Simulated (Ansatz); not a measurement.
# O (omega type): the cost of one run

Computed with Ansatz 0.2.0 (DFT PBE, with the methods named in each step, unless a step's input says otherwise).

3 further runs of the same task are left out: 1 for a known fault of the program, 1 that didn't finish, 1 set aside as unsound or not needed.

**1. Starting point**

It takes space group P6/mmm (No. 191, hexagonal). Conventional cell: a = 3.200 Å, b = 3.200 Å, c = 2.886 Å, α = 90.00°, β = 90.00°, γ = 120.00°. Around O (site symmetry 6/mmm) lie 12 O at 2.34 Å. Around O (site symmetry -6m2) lie 3 O at 1.85 Å.

As a file:

```
CELL_PARAMETERS angstrom
3.20009 0.00000 0.00000
-1.60004 2.77136 0.00000
0.00000 0.00000 2.88636
ATOMIC_POSITIONS crystal
O 0.00000 0.00000 0.00000
O 0.33333 0.66667 0.50000
O 0.66667 0.33333 0.50000
```

Whether this phase is the stable one at these pressures isn't tested.

Atoms are numbered in the order of the input: O1, O2, O3.

**2. The reference volume, LAPW**

The input, input.yaml:

```yaml
crystal:
  lattice:
    - [3.2000870953, 0.0, 0.0]
    - [-1.6000435476, 2.7713567188, 0.0]
    - [0.0, 0.0, 2.8863585829]
  atoms:
    - { symbol: O, position: [0.0, 0.0, 0.0] }
    - { symbol: O, position: [0.3333333333, 0.6666666667, 0.5] }
    - { symbol: O, position: [0.6666666667, 0.3333333333, 0.5] }
kpoints:
  mp_grid: { grid: [10, 10, 14] }
  band_path:
    path:
      - [0.0, 0.0, 0.0]
      - [0.5, 0.0, 0.0]
      - [0.3333333333, 0.3333333333, 0.0]
      - [0.0, 0.0, 0.0]
      - [0.0, 0.0, 0.5]
      - [0.5, 0.0, 0.5]
      - [0.3333333333, 0.3333333333, 0.5]
      - [0.0, 0.0, 0.5]
      - [0.5, 0.0, 0.5]
    npoints: 14
scf:
  occupations: { method: fermi_dirac, width: 0.05 }
hamiltonian:
  xc: pbe
  pseudopotentials: { kind: all_electron, lapw: { basis_error: 0.001 } }
output:
  forces: true
  stress: true
  eigenvalues: true
  populations: true
  dos: { projected: true, de: 0.2, e_range: [-14, 8] }
```

Started as:

```console
ansatz run input.yaml --threads 1 --pin off --max-ram 3072MiB --backend cpu --events-out ev --progress --plain --runs-dir out
```

What time and memory should one allow on 1 thread of Arm Neoverse V2, shared host?

About 24 s, with a peak of 0.37 GiB.
